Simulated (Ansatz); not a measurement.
# AlAs: a point defect seen from the nuclei (In on an Al site), part 1 of 2

Wanted: the field gradients around In on an Al site in AlAs, cell charge 0, before and after the neighbours move. The cell is a supercell built from a COD entry. Planned: a single point, then a relaxation.

Program: Ansatz 0.2.0. Level of theory: DFT, PBE, plane-wave PAW, default files, scalar-relativistic. These are calculated values, not measurements.

1 further run of the same task is left out (it didn't finish).

**1. Starting point**

The structure is cubic, space group F-43m (No. 216). The conventional cell has a = 16.982 Å, b = 16.982 Å, c = 16.982 Å, α = 90.00°, β = 90.00°, γ = 90.00°. In (site symmetry -43m) has 4 As at 2.45 Å as nearest neighbours. Al (site symmetry m) is surrounded by 4 As at 2.45 Å. Around Al (site symmetry 3m) lie 4 As at 2.45 Å. Al (site symmetry 2mm) is surrounded by 4 As at 2.45 Å. As (site symmetry 3m) is surrounded by 1 In at 2.45 Å and 3 Al at 2.45 Å. As (site symmetry 2mm) is surrounded by 4 Al at 2.45 Å. Around As (site symmetry m) lie 4 Al at 2.45 Å. Only part of the 10 independent sites is listed.

As a file:

```
CELL_PARAMETERS angstrom
0.00000 8.49120 8.49120
8.49120 0.00000 8.49120
8.49120 8.49120 0.00000
ATOMIC_POSITIONS crystal
In 0.00000 0.00000 0.00000
Al 0.00000 0.00000 0.33333
Al 0.00000 0.00000 0.66667
Al 0.00000 0.33333 0.00000
Al 0.00000 0.33333 0.33333
Al 0.00000 0.33333 0.66667
Al 0.00000 0.66667 0.00000
Al 0.00000 0.66667 0.33333
Al 0.00000 0.66667 0.66667
Al 0.33333 0.00000 0.00000
Al 0.33333 0.00000 0.33333
Al 0.33333 0.00000 0.66667
Al 0.33333 0.33333 0.00000
Al 0.33333 0.33333 0.33333
Al 0.33333 0.33333 0.66667
Al 0.33333 0.66667 0.00000
Al 0.33333 0.66667 0.33333
Al 0.33333 0.66667 0.66667
Al 0.66667 0.00000 0.00000
Al 0.66667 0.00000 0.33333
Al 0.66667 0.00000 0.66667
Al 0.66667 0.33333 0.00000
Al 0.66667 0.33333 0.33333
Al 0.66667 0.33333 0.66667
Al 0.66667 0.66667 0.00000
Al 0.66667 0.66667 0.33333
Al 0.66667 0.66667 0.66667
As 0.08333 0.08333 0.08333
As 0.08333 0.08333 0.41667
As 0.08333 0.08333 0.75000
As 0.08333 0.41667 0.08333
As 0.08333 0.41667 0.41667
As 0.08333 0.41667 0.75000
As 0.08333 0.75000 0.08333
As 0.08333 0.75000 0.41667
As 0.08333 0.75000 0.75000
As 0.41667 0.08333 0.08333
As 0.41667 0.08333 0.41667
As 0.41667 0.08333 0.75000
As 0.41667 0.41667 0.08333
As 0.41667 0.41667 0.41667
As 0.41667 0.41667 0.75000
As 0.41667 0.75000 0.08333
As 0.41667 0.75000 0.41667
As 0.41667 0.75000 0.75000
As 0.75000 0.08333 0.08333
As 0.75000 0.08333 0.41667
As 0.75000 0.08333 0.75000
As 0.75000 0.41667 0.08333
As 0.75000 0.41667 0.41667
As 0.75000 0.41667 0.75000
As 0.75000 0.75000 0.08333
As 0.75000 0.75000 0.41667
As 0.75000 0.75000 0.75000
```

Atom 1 of the input is the impurity.

**2. First run, atoms as given**

input.yaml

```yaml
crystal:
  lattice:
    - [0.0, 8.4912, 8.4912]
    - [8.4912, 0.0, 8.4912]
    - [8.4912, 8.4912, 0.0]
  atoms:
    - { symbol: In, position: [0.0, 0.0, 0.0] }
    - { symbol: Al, position: [0.0, 0.0, 0.3333333333] }
    - { symbol: Al, position: [0.0, 0.0, 0.6666666667] }
    - { symbol: Al, position: [0.0, 0.3333333333, 0.0] }
    - { symbol: Al, position: [0.0, 0.3333333333, 0.3333333333] }
    - { symbol: Al, position: [0.0, 0.3333333333, 0.6666666667] }
    - { symbol: Al, position: [0.0, 0.6666666667, 0.0] }
    - { symbol: Al, position: [0.0, 0.6666666667, 0.3333333333] }
    - { symbol: Al, position: [0.0, 0.6666666667, 0.6666666667] }
    - { symbol: Al, position: [0.3333333333, 0.0, 0.0] }
    - { symbol: Al, position: [0.3333333333, 0.0, 0.3333333333] }
    - { symbol: Al, position: [0.3333333333, 0.0, 0.6666666667] }
    - { symbol: Al, position: [0.3333333333, 0.3333333333, 0.0] }
    - { symbol: Al, position: [0.3333333333, 0.3333333333, 0.3333333333] }
    - { symbol: Al, position: [0.3333333333, 0.3333333333, 0.6666666667] }
    - { symbol: Al, position: [0.3333333333, 0.6666666667, 0.0] }
    - { symbol: Al, position: [0.3333333333, 0.6666666667, 0.3333333333] }
    - { symbol: Al, position: [0.3333333333, 0.6666666667, 0.6666666667] }
    - { symbol: Al, position: [0.6666666667, 0.0, 0.0] }
    - { symbol: Al, position: [0.6666666667, 0.0, 0.3333333333] }
    - { symbol: Al, position: [0.6666666667, 0.0, 0.6666666667] }
    - { symbol: Al, position: [0.6666666667, 0.3333333333, 0.0] }
    - { symbol: Al, position: [0.6666666667, 0.3333333333, 0.3333333333] }
    - { symbol: Al, position: [0.6666666667, 0.3333333333, 0.6666666667] }
    - { symbol: Al, position: [0.6666666667, 0.6666666667, 0.0] }
    - { symbol: Al, position: [0.6666666667, 0.6666666667, 0.3333333333] }
    - { symbol: Al, position: [0.6666666667, 0.6666666667, 0.6666666667] }
    - { symbol: As, position: [0.0833333333, 0.0833333333, 0.0833333333] }
    - { symbol: As, position: [0.0833333333, 0.0833333333, 0.4166666667] }
    - { symbol: As, position: [0.0833333333, 0.0833333333, 0.75] }
    - { symbol: As, position: [0.0833333333, 0.4166666667, 0.0833333333] }
    - { symbol: As, position: [0.0833333333, 0.4166666667, 0.4166666667] }
    - { symbol: As, position: [0.0833333333, 0.4166666667, 0.75] }
    - { symbol: As, position: [0.0833333333, 0.75, 0.0833333333] }
    - { symbol: As, position: [0.0833333333, 0.75, 0.4166666667] }
    - { symbol: As, position: [0.0833333333, 0.75, 0.75] }
    - { symbol: As, position: [0.4166666667, 0.0833333333, 0.0833333333] }
    - { symbol: As, position: [0.4166666667, 0.0833333333, 0.4166666667] }
    - { symbol: As, position: [0.4166666667, 0.0833333333, 0.75] }
    - { symbol: As, position: [0.4166666667, 0.4166666667, 0.0833333333] }
    - { symbol: As, position: [0.4166666667, 0.4166666667, 0.4166666667] }
    - { symbol: As, position: [0.4166666667, 0.4166666667, 0.75] }
    - { symbol: As, position: [0.4166666667, 0.75, 0.0833333333] }
    - { symbol: As, position: [0.4166666667, 0.75, 0.4166666667] }
    - { symbol: As, position: [0.4166666667, 0.75, 0.75] }
    - { symbol: As, position: [0.75, 0.0833333333, 0.0833333333] }
    - { symbol: As, position: [0.75, 0.0833333333, 0.4166666667] }
    - { symbol: As, position: [0.75, 0.0833333333, 0.75] }
    - { symbol: As, position: [0.75, 0.4166666667, 0.0833333333] }
    - { symbol: As, position: [0.75, 0.4166666667, 0.4166666667] }
    - { symbol: As, position: [0.75, 0.4166666667, 0.75] }
    - { symbol: As, position: [0.75, 0.75, 0.0833333333] }
    - { symbol: As, position: [0.75, 0.75, 0.4166666667] }
    - { symbol: As, position: [0.75, 0.75, 0.75] }
kpoints:
  mp_grid: { grid: [2, 2, 2] }
scf:
  occupations: { method: fermi_dirac, width: 0.01 }
hamiltonian:
  xc: pbe
  pseudopotentials: { kind: paw }
output:
  forces: true
  stress: true
  populations: true
  efg:
    quadrupole_moments_barn: { In: 0.772, Al: 0.1466, As: 0.311 }
    contact_densities: true
```

On the command line:

```bash
ansatz run input.yaml --threads 4 --pin off --max-ram 8192MiB --backend cpu --events-out ev --progress --plain --runs-dir out
```

Log:

```text
Warning: RAYON_NUM_THREADS=4 ignored (pool sized by the plan → 4); use --threads N
In: output.efg is read without spin–orbit coupling, which moves field gradients at and beside such atoms by some per cent and up to a factor of two; PAW files take it under magnetization.noncollinear and magnetization.spin_orbit
Engine: ansatz 0.2.0, aarch64-unknown-linux-gnu
Pseudopotentials: kind: paw
Pseudopotential: In, paw, valence charge 13, recommended cutoff 420 eV (normal), In.paw.azcp
Pseudopotential: Al, paw, valence charge 3, recommended cutoff 420 eV (normal), Al.paw.azcp
Pseudopotential: As, paw, valence charge 15, recommended cutoff 420 eV (normal), As.paw.azcp
Functional definition: PBE
  parameter kappa = 0.804
  parameter beta = 0.06672455060314922
  exchange = pbe_x(kappa = kappa, mu = beta*pi^2/3)
  correlation = pbe_c(beta = beta)
Crystal: 54 atoms, lattice volume = 1224.439 Å³
Basis set: ecut = 420 eV, 23973 PW (Γ), exchange–correlation on 162×162×162 points (8 copies of the dense FFT grid, shifted against one another)
Bands: 302, of which v1, the nominal top of the filled ones, is band 248 counted from 1 (247 counted from 0)
Symmetry: 24 space group operations
Space group: F-43m (ITA 216), of the structure as read, at distance tolerance 1.1e-4 Å
k-points: 3 of 8
Non-local potential: In, projectors of the file, l = 0: 2, l = 1: 2, l = 2: 2, l = 3: 2
Non-local potential: Al, projectors of the file, l = 0: 2, l = 1: 2, l = 2: 1
Non-local potential: As, projectors of the file, l = 0: 2, l = 1: 2, l = 2: 3, l = 3: 1
PAW form: soft (Blöchl's): semilocal exchange-correlation on the pseudo side does not see the compensation charge
PAW one-centre angular grid: In, 590 points (default); XC on 64 Gauss nodes
PAW one-centre angular grid: Al, 110 points (default); XC on 64 Gauss nodes
PAW one-centre angular grid: As, 590 points (default); XC on 64 Gauss nodes
Initial density: superposition of atomic densities (neutral atoms: chi_scale 0, normalization atom), corrected by the library's trained network
Initial wavefunctions: pseudopotential atomic-orbital guess
Functional: x = pbe(κ = 0.804, μ = 0.2195149727645171), c = pbe(β = 0.06672455060314922)
SCF iter   1: F=—  HF=-150713.064413 eV  |F-HF|=—  |Δ(HF+E_count)|=         —  Δρ=1.41e-3  dr2=4.78e-2  ethr=1.77e-3  ⟨swp⟩=6.0  Hψ=3454  notcnv=0  defer=34
preconditioner: auto → Resta (q_TF=auto, 2.347 Å⁻¹)  ε∞=4.3  [insulator: Δε(μ)=1.406 eV  Ē_g=8.844 eV  σ=0.010 eV  W_gap=1.00  n_scr=282 (ndim 8)  ℏωp=16.0 eV  f_vac=0.007  D(μ)=0.00/eV (n_scr^D=0)  ε∞_Penn≈4.3]
SCF iter   2: F=—  HF=-150713.047875 eV  |F-HF|=—  |Δ(HF+E_count)|=   1.65e-2  Δρ=7.29e-4  dr2=1.27e-2  ethr=9.63e-6  ⟨swp⟩=2.0  Hψ=1223  notcnv=0  defer=139
SCF iter   3: F=—  HF=-150713.046276 eV  |F-HF|=—  |Δ(HF+E_count)|=   1.60e-3  Δρ=1.64e-4  dr2=4.87e-4  ethr=2.56e-6  ⟨swp⟩=2.0  Hψ=1113  notcnv=0  defer=139
SCF iter   4: F=—  HF=-150713.046393 eV  |F-HF|=—  |Δ(HF+E_count)|=   1.16e-4  Δρ=7.57e-5  dr2=1.44e-4  ethr=9.83e-8  ⟨swp⟩=2.0  Hψ=1511  notcnv=0  defer=139
SCF iter   5: F=—  HF=-150713.046349 eV  |F-HF|=—  |Δ(HF+E_count)|=   4.38e-5  Δρ=2.91e-5  dr2=1.60e-5  ethr=2.91e-8  ⟨swp⟩=2.0  Hψ=1511  notcnv=0  defer=139
SCF iter   6: F=—  HF=-150713.045559 eV  |F-HF|=—  |Δ(HF+E_count)|=   7.89e-4  Δρ=7.48e-6  dr2=7.92e-7  ethr=3.22e-9  ⟨swp⟩=2.0  Hψ=1511  notcnv=0  defer=139
SCF iter   7: F=—  HF=-150713.045561 eV  |F-HF|=—  |Δ(HF+E_count)|=   1.39e-6  Δρ=2.43e-6  dr2=9.30e-8  ethr=2.02e-11  ⟨swp⟩=12.0  Hψ=4345  notcnv=0
SCF iter   8: F=-150713.045561 eV  HF=-150713.045561 eV  |F-HF|=7.19e-9  |Δ(HF+E_count)|=   7.57e-9  Δρ=6.78e-7  dr2=6.56e-9  ethr=1.87e-11  ⟨swp⟩=4.3  Hψ=3113  notcnv=0
SCF 1 converged in 8 iterations: F = -150713.045561 eV  dr2 = 6.56e-9
SCF converged after 8 iterations
Free energy (F): -150713.045561 eV
Harris-Foulkes:  -150713.045561 eV  (|F-HF|=7.19e-9)
Internal energy: -150713.045561 eV  (E = F + TS)
E sigma→0 (E₀):  -150713.045561 eV
Fermi energy:    7.252769 eV
--- Per-component energies (eV) ---
[... 14 lines left out ...]
--- Forces (eV/Å), atoms counted from 1 ---
  atom   1  In     0.00000000    -0.00000000    -0.00000000
  atom   2  Al     0.01042217     0.01042217     0.04213735
  atom   3  Al    -0.01042217    -0.01042217     0.04213735
  atom   4  Al     0.01042217     0.04213735     0.01042217
  atom   5  Al    -0.00453636     0.00453636     0.00453636
  atom   6  Al    -0.04213735    -0.01042217     0.01042217
[... 48 lines left out ...]
  max |Σ_I F_I| component: 6.26e-16 eV/Å
--- Stress (GPa, compression-positive) ---
        3.381540       0.000000      -0.000000
        0.000000       3.381540       0.000000
       -0.000000       0.000000       3.381540
  P = ⅓ Tr σ = 3.3815 GPa (33.815 kbar)
--- PAW observables at the nuclei: V_zz in 10²¹ V/m², potentials from the cell's mean, atoms counted from 1 ---
  atom   1  In V_zz =    -0.000000   η = 0.0000   by run symmetry: forbidden   C_q = -0.0000 MHz
            electrostatic potential = -7935.172962 V   contact ρ = 1133007.551794 e/Å³
  atom   2  Al V_zz =    +0.021994   η = 0.7917   by run symmetry: allowed   C_q = +0.0780 MHz
            electrostatic potential = -1227.775606 V   contact ρ = 10084.868010 e/Å³
  atom   3  Al V_zz =    +0.021994   η = 0.7917   by run symmetry: allowed   C_q = +0.0780 MHz
            electrostatic potential = -1227.775606 V   contact ρ = 10084.868010 e/Å³
  atom   4  Al V_zz =    +0.021994   η = 0.7917   by run symmetry: allowed   C_q = +0.0780 MHz
            electrostatic potential = -1227.775606 V   contact ρ = 10084.868010 e/Å³
  atom   5  Al V_zz =    +0.009752   η = 0.0000   by run symmetry: allowed   C_q = +0.0346 MHz
            electrostatic potential = -1227.773018 V   contact ρ = 10084.860073 e/Å³
  atom   6  Al V_zz =    +0.021994   η = 0.7917   by run symmetry: allowed   C_q = +0.0780 MHz
            electrostatic potential = -1227.775606 V   contact ρ = 10084.868010 e/Å³
  atom   7  Al V_zz =    +0.021994   η = 0.7917   by run symmetry: allowed   C_q = +0.0780 MHz
            electrostatic potential = -1227.775606 V   contact ρ = 10084.868010 e/Å³
  atom   8  Al V_zz =    +0.021994   η = 0.7917   by run symmetry: allowed   C_q = +0.0780 MHz
            electrostatic potential = -1227.775606 V   contact ρ = 10084.868010 e/Å³
  atom   9  Al V_zz =    -0.005049   η = 0.0000   by run symmetry: allowed   C_q = -0.0179 MHz
            electrostatic potential = -1227.755323 V   contact ρ = 10084.867158 e/Å³
  atom  10  Al V_zz =    +0.021994   η = 0.7917   by run symmetry: allowed   C_q = +0.0780 MHz
            electrostatic potential = -1227.775606 V   contact ρ = 10084.868010 e/Å³
  atom  11  Al V_zz =    +0.009752   η = 0.0000   by run symmetry: allowed   C_q = +0.0346 MHz
            electrostatic potential = -1227.773018 V   contact ρ = 10084.860073 e/Å³
  atom  12  Al V_zz =    +0.021994   η = 0.7917   by run symmetry: allowed   C_q = +0.0780 MHz
            electrostatic potential = -1227.775606 V   contact ρ = 10084.868010 e/Å³
  atom  13  Al V_zz =    +0.009752   η = 0.0000   by run symmetry: allowed   C_q = +0.0346 MHz
            electrostatic potential = -1227.773018 V   contact ρ = 10084.860073 e/Å³
  atom  14  Al V_zz =    +0.009752   η = 0.0000   by run symmetry: allowed   C_q = +0.0346 MHz
            electrostatic potential = -1227.773018 V   contact ρ = 10084.860073 e/Å³
  atom  15  Al V_zz =    +0.006458   η = 0.4975   by run symmetry: allowed   C_q = +0.0229 MHz
            electrostatic potential = -1227.763045 V   contact ρ = 10084.862497 e/Å³
  atom  16  Al V_zz =    +0.021994   η = 0.7917   by run symmetry: allowed   C_q = +0.0780 MHz
            electrostatic potential = -1227.775606 V   contact ρ = 10084.868010 e/Å³
  atom  17  Al V_zz =    +0.006458   η = 0.4975   by run symmetry: allowed   C_q = +0.0229 MHz
            electrostatic potential = -1227.763045 V   contact ρ = 10084.862497 e/Å³
  atom  18  Al V_zz =    +0.006458   η = 0.4975   by run symmetry: allowed   C_q = +0.0229 MHz
            electrostatic potential = -1227.763045 V   contact ρ = 10084.862497 e/Å³
  atom  19  Al V_zz =    +0.021994   η = 0.7917   by run symmetry: allowed   C_q = +0.0780 MHz
            electrostatic potential = -1227.775606 V   contact ρ = 10084.868010 e/Å³
  atom  20  Al V_zz =    +0.021994   η = 0.7917   by run symmetry: allowed   C_q = +0.0780 MHz
            electrostatic potential = -1227.775606 V   contact ρ = 10084.868010 e/Å³
  atom  21  Al V_zz =    -0.005049   η = 0.0000   by run symmetry: allowed   C_q = -0.0179 MHz
            electrostatic potential = -1227.755323 V   contact ρ = 10084.867158 e/Å³
  atom  22  Al V_zz =    +0.021994   η = 0.7917   by run symmetry: allowed   C_q = +0.0780 MHz
            electrostatic potential = -1227.775606 V   contact ρ = 10084.868010 e/Å³
  atom  23  Al V_zz =    +0.006458   η = 0.4975   by run symmetry: allowed   C_q = +0.0229 MHz
            electrostatic potential = -1227.763045 V   contact ρ = 10084.862497 e/Å³
  atom  24  Al V_zz =    +0.006458   η = 0.4975   by run symmetry: allowed   C_q = +0.0229 MHz
            electrostatic potential = -1227.763045 V   contact ρ = 10084.862497 e/Å³
  atom  25  Al V_zz =    -0.005049   η = 0.0000   by run symmetry: allowed   C_q = -0.0179 MHz
            electrostatic potential = -1227.755323 V   contact ρ = 10084.867158 e/Å³
  atom  26  Al V_zz =    +0.006458   η = 0.4975   by run symmetry: allowed   C_q = +0.0229 MHz
            electrostatic potential = -1227.763045 V   contact ρ = 10084.862497 e/Å³
  atom  27  Al V_zz =    -0.005049   η = 0.0000   by run symmetry: allowed   C_q = -0.0179 MHz
            electrostatic potential = -1227.755323 V   contact ρ = 10084.867158 e/Å³
  atom  28  As V_zz =    +1.020451   η = 0.0000   by run symmetry: allowed   C_q = +7.6737 MHz
            electrostatic potential = -4513.513290 V   contact ρ = 235486.400404 e/Å³
  atom  29  As V_zz =    -0.166226   η = 0.1564   by run symmetry: allowed   C_q = -1.2500 MHz
            electrostatic potential = -4513.560394 V   contact ρ = 235485.794846 e/Å³
  atom  30  As V_zz =    +1.020451   η = 0.0000   by run symmetry: allowed   C_q = +7.6737 MHz
            electrostatic potential = -4513.513290 V   contact ρ = 235486.400404 e/Å³
  atom  31  As V_zz =    -0.166226   η = 0.1564   by run symmetry: allowed   C_q = -1.2500 MHz
            electrostatic potential = -4513.560394 V   contact ρ = 235485.794846 e/Å³
  atom  32  As V_zz =    -0.166226   η = 0.1564   by run symmetry: allowed   C_q = -1.2500 MHz
            electrostatic potential = -4513.560394 V   contact ρ = 235485.794846 e/Å³
  atom  33  As V_zz =    +0.127455   η = 0.5784   by run symmetry: allowed   C_q = +0.9585 MHz
            electrostatic potential = -4513.539382 V   contact ρ = 235485.805430 e/Å³
  atom  34  As V_zz =    +1.020451   η = 0.0000   by run symmetry: allowed   C_q = +7.6737 MHz
            electrostatic potential = -4513.513290 V   contact ρ = 235486.400404 e/Å³
  atom  35  As V_zz =    +0.127455   η = 0.5784   by run symmetry: allowed   C_q = +0.9585 MHz
            electrostatic potential = -4513.539382 V   contact ρ = 235485.805430 e/Å³
  atom  36  As V_zz =    +0.127455   η = 0.5784   by run symmetry: allowed   C_q = +0.9585 MHz
            electrostatic potential = -4513.539382 V   contact ρ = 235485.805430 e/Å³
  atom  37  As V_zz =    -0.166226   η = 0.1564   by run symmetry: allowed   C_q = -1.2500 MHz
            electrostatic potential = -4513.560394 V   contact ρ = 235485.794846 e/Å³
  atom  38  As V_zz =    -0.166226   η = 0.1564   by run symmetry: allowed   C_q = -1.2500 MHz
            electrostatic potential = -4513.560394 V   contact ρ = 235485.794846 e/Å³
  atom  39  As V_zz =    +0.127455   η = 0.5784   by run symmetry: allowed   C_q = +0.9585 MHz
            electrostatic potential = -4513.539382 V   contact ρ = 235485.805430 e/Å³
  atom  40  As V_zz =    -0.166226   η = 0.1564   by run symmetry: allowed   C_q = -1.2500 MHz
            electrostatic potential = -4513.560394 V   contact ρ = 235485.794846 e/Å³
  atom  41  As V_zz =    -0.051778   η = 0.0000   by run symmetry: allowed   C_q = -0.3894 MHz
            electrostatic potential = -4513.545618 V   contact ρ = 235485.792673 e/Å³
  atom  42  As V_zz =    -0.051778   η = 0.0000   by run symmetry: allowed   C_q = -0.3894 MHz
            electrostatic potential = -4513.545618 V   contact ρ = 235485.792673 e/Å³
  atom  43  As V_zz =    +0.127455   η = 0.5784   by run symmetry: allowed   C_q = +0.9585 MHz
            electrostatic potential = -4513.539382 V   contact ρ = 235485.805430 e/Å³
  atom  44  As V_zz =    -0.051778   η = 0.0000   by run symmetry: allowed   C_q = -0.3894 MHz
            electrostatic potential = -4513.545618 V   contact ρ = 235485.792673 e/Å³
  atom  45  As V_zz =    +0.127455   η = 0.5784   by run symmetry: allowed   C_q = +0.9585 MHz
            electrostatic potential = -4513.539382 V   contact ρ = 235485.805430 e/Å³
  atom  46  As V_zz =    +1.020451   η = 0.0000   by run symmetry: allowed   C_q = +7.6737 MHz
            electrostatic potential = -4513.513290 V   contact ρ = 235486.400404 e/Å³
  atom  47  As V_zz =    +0.127455   η = 0.5784   by run symmetry: allowed   C_q = +0.9585 MHz
            electrostatic potential = -4513.539382 V   contact ρ = 235485.805430 e/Å³
  atom  48  As V_zz =    +0.127455   η = 0.5784   by run symmetry: allowed   C_q = +0.9585 MHz
            electrostatic potential = -4513.539382 V   contact ρ = 235485.805430 e/Å³
  atom  49  As V_zz =    +0.127455   η = 0.5784   by run symmetry: allowed   C_q = +0.9585 MHz
            electrostatic potential = -4513.539382 V   contact ρ = 235485.805430 e/Å³
  atom  50  As V_zz =    -0.051778   η = 0.0000   by run symmetry: allowed   C_q = -0.3894 MHz
            electrostatic potential = -4513.545618 V   contact ρ = 235485.792673 e/Å³
  atom  51  As V_zz =    +0.127455   η = 0.5784   by run symmetry: allowed   C_q = +0.9585 MHz
            electrostatic potential = -4513.539382 V   contact ρ = 235485.805430 e/Å³
  atom  52  As V_zz =    +0.127455   η = 0.5784   by run symmetry: allowed   C_q = +0.9585 MHz
            electrostatic potential = -4513.539382 V   contact ρ = 235485.805430 e/Å³
  atom  53  As V_zz =    +0.127455   η = 0.5784   by run symmetry: allowed   C_q = +0.9585 MHz
            electrostatic potential = -4513.539382 V   contact ρ = 235485.805430 e/Å³
  atom  54  As V_zz =    +0.000000   η = 0.0000   by run symmetry: forbidden   C_q = +0.0000 MHz
            electrostatic potential = -4513.538284 V   contact ρ = 235485.797281 e/Å³
--- Band table (eV) ---
[... 3 lines left out ...]
--- Löwdin populations: 54 sites ---
  site symbol       q [e]
[... 54 lines left out ...]
  spilling = 0.002796 (of n_electrons = 496.000000)
```

It took 39 s on 4 threads of Arm Neoverse V2, shared host; peak memory 5 GiB.

The run ends with gap on the mesh 1.43 eV, largest force 1.757 eV/Å, pressure 3.4 GPa.

Site by site (atoms counted from 1):

```tsv
site	atoms	distance from the defect (Å)	V_zz (10²¹ V/m²)	η	C_Q (MHz)
In	1	0.00	0.00	–	0 (¹¹⁵In)
As28	28, 30, 34, 46	2.45	1.02	0.00	7.67 (⁷⁵As)
Al2	2, 3, 4, 6, …	4.00	0.022	0.79	0.078 (²⁷Al)
As33	33, 35, 36, 39, …	4.69	0.13	0.58	0.958 (⁷⁵As)
Al15	15, 17, 18, 23, …	5.66	0.006	0.50	0.023 (²⁷Al)
As29	29, 31, 32, 37, …	6.17	-0.17	0.16	-1.25 (⁷⁵As)
Al5	5, 11, 13, 14	6.93	0.010	0.00	0.035 (²⁷Al)
Al9	9, 21, 25, 27	6.93	-0.005	0.00	-0.018 (²⁷Al)
As41	41, 42, 44, 50	7.35	-0.052	0.00	-0.389 (⁷⁵As)
As54	54	7.35	0.00	–	0 (⁷⁵As)
```

V_zz is the principal component of the electric field gradient with the largest magnitude, η = (V_xx − V_yy)/V_zz and C_Q = eQV_zz/h. Q values from Pyykkö, Mol. Phys. 116, 1328 (2018).

Direction of the V_zz axis (Cartesian unit vector):

```tsv
site	atom	x	y	z
As28	28	0.58	0.58	0.58
As29	29	0.71	0.71	0.00
As33	33	0.28	-0.28	0.92
As41	41	0.58	0.58	0.58
```

(Continued in part 2 of 2.)
